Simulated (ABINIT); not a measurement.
Runs of ABINIT 10.8.3 (patched build) on CO2. It takes space group I-42d (No. 122, tetragonal). The conventional cell has a = 3.949 Å, b = 3.949 Å, c = 6.028 Å, α = 90.00°, β = 90.00°, γ = 90.00°. O (site symmetry 2) is surrounded by 2 C at 1.40 Å. C (site symmetry -4) has 4 O at 1.40 Å as nearest neighbours. The cell comes from a database or a generator and needn't be the stable form of this composition.

```csv
task,level,potentials or basis,k mesh,cutoff (eV),fine-grid cutoff,mesh quality,gap on the mesh (eV),pressure (GPa),largest force (eV/Å)
band structure,TB-mBJ,JTH PAW LDA v2.0,8 × 8 × 8,762,1360.57 eV,not flagged,10.00,-,-
band structure,LDA-PZ,JTH PAW LDA v2.0,9 × 9 × 9,626,1224.51 eV,not flagged,7.41,-14.2,(c)
single point,PBEsol,PseudoDojo NC SR PBEsol v0.4.1 standard,9 × 9 × 9,1143,-,not flagged,(b),(a),0.22
band structure,LDA,JTH PAW LDA v2.0,9 × 9 × 9,626,1224.51 eV,not flagged,7.41,-14.6,0.59
single point,LDA,JTH PAW LDA v2.0,4 × 4 × 4,626,1224.51 eV,coarse,7.40,-14.6,0.59
single point,LDA,JTH PAW LDA v2.0,5 × 5 × 5,626,1224.51 eV,coarse,7.43,-14.6,0.59
single point,LDA,JTH PAW LDA v2.0,7 × 7 × 7,626,1224.51 eV,not flagged,7.41,-14.6,0.59
```

Alike in all rows: no spin polarisation; cell as given; smearing fermi-dirac 0.05 eV.

Estimate the missing entries.

(a) -6.7; (b) 7.58; (c) 0.56.

Caveats: some runs use coarse meshes; an odd mesh through Γ misses points on the zone boundary, where band edges often lie (some runs); the constant c of TB-mBJ comes from the pseudo density here, which moves gaps by up to 0.3 eV between sets of potentials (some runs); the PAW data sets were made with another functional, which shifts forces and pressure a little (some runs).

Not every run made on this cell is shown here.
